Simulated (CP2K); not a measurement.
Au under changes of volume

One of the cells (18.207 Å³/atom); the others are scaled copies at fixed shape and fractional positions:

```xyz
1
Lattice="2.8705 0.0000 0.0000 -0.9568 2.7063 0.0000 -0.9568 -1.3532 2.3437" Properties=species:S:1:pos:R:3 pbc="T T T"
Au    0.0000    0.0000    0.0000
```

This isn't the form of Au at room conditions, which is fcc.

| Property | Result |
| --- | --- |
| Program | CP2K 2026.2 |
| Functional | LDA |
| Potentials or basis | GTH_POTENTIALS Au GTH-PADE-q11; TZVP-MOLOPT-PBE-GTH basis |
| Density cutoff | 6803 eV |
| k mesh | 11 × 11 × 11 |
| Occupations | fermi-dirac, width 0.05 eV |
| Spin | no spin polarisation |

```tsv
volume (Å³/atom)	energy over the lowest point (meV/atom)	pressure (GPa)
17.115	0.00	0.3
17.479	3.53	-3.2
17.843	14.50	-6.3
18.207	31.94	-9.0
18.571	55.00	-11.3
18.935	82.99	-13.3
19.299	?	?
```

Problem. What does the run at 19.299 Å³/atom give?

Solution. Energy over the lowest point 115.23 meV/atom; pressure -15.1 GPa.

Worked out: A Birch-Murnaghan fit of order 3 (a polynomial in V^(-2/3)) to the other rows has its minimum at 17.14 Å³/atom with B0 = V·E''(V) = 175 GPa and B' = 5.4. It gives 115.22 meV/atom at 19.299 Å³/atom, against the run's 115.23, and -dE/dV = -15.0 GPa, against -15.1.

Energies are extrapolated to zero smearing.

Caveats: with these potentials and basis sets, volumes of gold and of layered tellurides can stand 1.5 % and more from those of plane-wave programs; the basis of atomic orbitals isn't converged, which shifts pressures, moduli and gaps.
